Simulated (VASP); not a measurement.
Input of a VASP 6.6.1 run:

Contents of POSCAR:

```
Sn
1.0
    0.0000000000      3.2829194365      3.2829194365
    3.2829194365      0.0000000000      3.2829194365
    3.2829194365      3.2829194365      0.0000000000
  Sn
     2
Direct
     0.0000000000000000    0.0000000000000000    0.0000000000000000
     0.2500000000000000    0.2500000000000000    0.2500000000000000
```

INCAR.step1

```
PREC = Accurate
ENCUT = 600
EDIFF = 1E-8
ISMEAR = 0
SIGMA = 0.03
LREAL = F
LASPH = T
NELM = 80
ALGO = Normal
ISIF = 3
LWAVE = F
LCHARG = F
METAGGA = R2SCAN
LMIXTAU = T
IBRION = 2
NSW = 40
EDIFFG = -0.002
```

File INCAR.step2:

```
PREC = Accurate
ENCUT = 600
EDIFF = 1E-8
ISMEAR = 0
SIGMA = 0.03
LREAL = F
LASPH = T
NELM = 80
ALGO = Normal
ISIF = 2
LWAVE = F
LCHARG = F
METAGGA = R2SCAN
LMIXTAU = T
IBRION = 6
NFREE = 2
POTIM = 0.015
NSW = 1
```

Contents of KPOINTS:

```
regular mesh
0
Gamma
  10 10 10
```

Potentials or basis: VASP PAW PBE potentials, release 64 (Sn_d).

Command:

```sh
$ cat potpaw_PBE.64/Sn_d/POTCAR > POTCAR
$ cp INCAR.step1 INCAR
$ mpirun -np 1 vasp_std > vasp.out
$ cp CONTCAR POSCAR
$ cp INCAR.step2 INCAR
$ mpirun -np 1 vasp_std > vasp.out
```

Estimate the highest phonon frequency at Γ.

187 cm⁻¹.

Phonon frequencies in cm⁻¹ (negative: imaginary):
```tsv
q point	frequencies
(0.000, 0.000, 0.000)	0 0 0 187 187 187
```
